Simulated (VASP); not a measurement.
**SiO2 (Cristobalite): relaxation of cell and atoms with PBE+D3(BJ)**

Crystal: SiO2 (Cristobalite).

```
CELL_PARAMETERS angstrom
4.98200 0.00000 0.00000
0.00000 4.98200 0.00000
0.00000 0.00000 6.96300
ATOMIC_POSITIONS crystal
Si 0.29897 0.29897 0.00000
Si 0.20103 0.79897 0.25000
Si 0.70103 0.70103 0.50000
Si 0.79897 0.20103 0.75000
O 0.23989 0.10347 0.17813
O 0.39653 0.73989 0.42813
O 0.76011 0.89653 0.67813
O 0.60347 0.26011 0.92813
O 0.73989 0.39653 0.57187
O 0.89653 0.76011 0.32187
O 0.26011 0.60347 0.07187
O 0.10347 0.23989 0.82187
```

```
Program                : VASP 6.6.1
Task                   : relaxation of cell and atoms
Functional             : PBE
Dispersion             : D3(BJ)
Potentials or basis    : VASP PAW PBE potentials, release 64 (Si, O)
Cutoff                 : 600 eV
k mesh                 : 6 × 6 × 4
Occupations            : gaussian, width 0.03 eV
Spin                   : no spin polarisation
Further INCAR settings : ALGO = Normal; EDIFF = 1e-06; IBRION = 2; EDIFFG = -0.01; NSW = 90; ISIF = 3
```

```
Relaxed volume                         : 13.73 Å³/atom
Relaxed cell                           : a = 4.931 Å, b = 4.931 Å, c = 6.779 Å, α = 90.00°, β = 90.00°, γ = 90.00°
Space group after relaxing (to 0.05 Å) : P4_12_12 (No. 92)
Energy gained by relaxing              : 10.2 meV/atom
Ionic steps                            : 38
Pressure after relaxing                : 0.0 GPa
Largest force after relaxing           : 0.009 eV/Å
Band gap on the k mesh                 : 5.66 eV, direct
Dispersion energy per atom             : -0.128 eV
```

Forces on the atoms (eV/Å):
```
Si   0.003  0.003  0.000
Si  -0.003  0.003  0.000
Si  -0.003 -0.003  0.000
Si   0.003 -0.003  0.000
O    0.005 -0.005  0.005
O    0.005  0.005  0.005
O   -0.005  0.005  0.005
O   -0.005 -0.005  0.005
O    0.005  0.005 -0.005
O    0.005 -0.005 -0.005
O   -0.005 -0.005 -0.005
O   -0.005  0.005 -0.005
```

Stress tensor (GPa, compression positive):
```
-0.07  0.00  0.00
 0.00 -0.07  0.00
 0.00  0.00  0.04
```

Step by step:
```csv
step,energy change (eV),largest force (eV/Å),pressure (GPa),volume (Å³)
1,0.0000,0.4074,4.68,172.82
2,0.0893,0.6056,-6.06,183.56
3,-0.0730,0.1535,0.03,177.00
4,-0.0730,0.1512,0.11,176.92
5,-0.0658,0.3838,-0.58,177.45
6,-0.0751,0.0604,-0.11,177.09
7,-0.0766,0.0521,-0.18,176.95
8,-0.0805,0.0343,-0.35,176.54
9,-0.0855,0.0601,-0.72,175.72
10,-0.0846,0.1668,-1.50,174.07
11,-0.0871,0.1001,-1.02,175.03
12,-0.0876,0.0966,-0.99,174.90
13,-0.0893,0.0856,-0.85,174.53
14,-0.0918,0.0680,-0.58,173.79
15,-0.0944,0.1291,-0.05,172.32
16,-0.0944,0.1500,0.15,171.83
17,-0.0957,0.1032,0.21,171.51
18,-0.0975,0.1521,0.35,170.69
19,-0.0997,0.1290,0.25,170.47
20,-0.1050,0.0623,-0.10,169.80
21,-0.1088,0.1063,-0.81,168.48
22,-0.1102,0.0815,-0.79,168.08
23,-0.1130,0.0548,-0.72,166.88
24,-0.1126,0.1418,-0.58,164.48
25,-0.1138,0.0754,-0.63,165.72
26,-0.1154,0.0597,-0.34,165.40
27,-0.1167,0.0562,0.30,164.74
28,-0.1177,0.0488,0.30,164.70
29,-0.1197,0.0795,0.29,164.57
30,-0.1178,0.2055,0.25,164.31
31,-0.1199,0.1098,0.27,164.51
32,-0.1208,0.0676,0.17,164.56
33,-0.1212,0.0480,0.04,164.62
34,-0.1213,0.0429,0.02,164.65
35,-0.1217,0.0279,-0.03,164.72
36,-0.1220,0.0238,-0.14,164.86
37,-0.1220,0.0243,-0.17,164.90
38,-0.1221,0.0091,-0.03,164.80
```

Final structure:
```
CELL_PARAMETERS angstrom
4.93074 0.00000 0.00000
0.00000 4.93074 0.00000
0.00000 0.00000 6.77851
ATOMIC_POSITIONS crystal
Si 0.31165 0.31165 0.00000
Si 0.18835 0.81165 0.25000
Si 0.68835 0.68835 0.50000
Si 0.81165 0.18835 0.75000
O 0.23392 0.12791 0.19116
O 0.37209 0.73392 0.44116
O 0.76608 0.87209 0.69116
O 0.62791 0.26608 0.94116
O 0.73392 0.37209 0.55885
O 0.87209 0.76608 0.30884
O 0.26608 0.62791 0.05884
O 0.12791 0.23392 0.80885
```

Levels at points of the mesh, in eV from the valence-band top:
```tsv
k point	band 29	band 30	band 31	band 32	band 33	band 34	band 35	band 36
(0.00, 0.00, 0.00)	-0.72	-0.41	-0.41	0.00	5.66	8.78	8.78	9.35
(0.50, 0.00, 0.00)	-0.68	-0.68	-0.50	-0.50	7.75	7.75	9.20	9.20
(0.50, 0.50, 0.00)	-0.57	-0.57	-0.50	-0.50	8.66	8.66	8.68	8.68
(0.00, 0.00, 0.50)	-0.61	-0.61	-0.37	-0.37	6.99	6.99	9.24	9.24
(0.50, 0.00, 0.50)	-0.89	-0.89	-0.22	-0.22	8.03	8.03	9.15	9.15
(0.50, 0.50, 0.50)	-0.53	-0.53	-0.53	-0.53	9.11	9.11	9.11	9.11
```

Run time: 16 min on 4 MPI ranks on Intel(R) Xeon(R) Platinum 8488C (Sapphire Rapids), on a shared host, peak memory 0.42 GiB a rank.

A k mesh can miss the band edges. Expect the measured gap to be larger: semilocal functionals such as PBE lack the derivative discontinuity.
